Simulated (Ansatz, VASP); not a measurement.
## HfB2: VASP beside Ansatz

Contents of INCAR:

```
ALGO     = Normal         # electronic algorithm
EDIFF    = 1E-6           # SCF threshold, eV
ENCUT    = 520            # plane-wave cutoff, eV
GGA      = PS             # functional
ISIF     = 2              # what is computed and relaxed
ISMEAR   = -1             # smearing method
LASPH    = T              # aspherical terms in the spheres
LCHARG   = F              # write CHGCAR
LREAL    = F              # projectors in reciprocal space
LWAVE    = F              # write WAVECAR
NBANDS   = 15             # bands
NELM     = 80             # most SCF steps
PREC     = Accurate       # precision mode
SIGMA    = 0.03           # smearing width, eV
```

KPOINTS

```
k-points
0
Gamma
  15 15 12
```

POSCAR

```
HfB2
1.0
    3.1813206298      0.0000000000      0.0000000000
   -1.5906603150      2.7551044830      0.0000000000
    0.0000000000      0.0000000000      3.5257947253
Hf B
1 2
Direct
    0.0000000000      0.0000000000      0.0000000000
    0.3333333333      0.6666666667      0.5000000000
    0.6666666667      0.3333333333      0.5000000000
```

Input for Ansatz:

```yaml
crystal:
  lattice:
    - [3.1813206298, 0.0, 0.0]
    - [-1.590660315, 2.755104483, 0.0]
    - [0.0, 0.0, 3.5257947253]
  atoms:
    - { symbol: Hf, position: [0.0, 0.0, 0.0] }
    - { symbol: B, position: [0.3333333333, 0.6666666667, 0.5] }
    - { symbol: B, position: [0.6666666667, 0.3333333333, 0.5] }
kpoints:
  mp_grid: { grid: [15, 15, 12] }
  band_path:
    path:
      - [0.0, 0.0, 0.0]
      - [0.5, 0.0, 0.0]
      - [0.3333333333, 0.3333333333, 0.0]
      - [0.0, 0.0, 0.0]
      - [0.0, 0.0, 0.5]
      - [0.5, 0.0, 0.5]
      - [0.3333333333, 0.3333333333, 0.5]
      - [0.0, 0.0, 0.5]
      - [0.5, 0.0, 0.5]
    npoints: 5
scf:
  occupations: { method: fermi_dirac, width: 0.03 }
hamiltonian:
  xc: pbesol
  pseudopotentials: { kind: all_electron, lapw: { basis_error: 0.001 } }
output:
  forces: true
  stress: true
  eigenvalues: true
```

Change from the starting cell: volume scaled by 1.04.

Alike in both runs: task single point; functional PBEsol; k mesh 15 × 15 × 12; occupations fermi-dirac, width 0.03 eV; no spin polarisation.

|  | VASP | Ansatz |
| --- | --- | --- |
| version | VASP 6.6.1 | Ansatz 0.2.0 |
| potentials or method | VASP PAW PBE potentials, release 64 (Hf_pv, B) | all-electron LAPW, scalar-relativistic |
| plane-wave cutoff (eV) | 520 | see its input |

```csv
,VASP,Ansatz,Ansatz less VASP
pressure (GPa),-13.5,-13.2,+0.28
```

Ansatz ran all-electron here, so the differences hold the error of VASP's frozen core and of both bases.

Caveats: the PAW data sets were made with another functional, which shifts forces and pressure a little (VASP). The runs have no spin-orbit coupling, so splittings on Hf are missing.
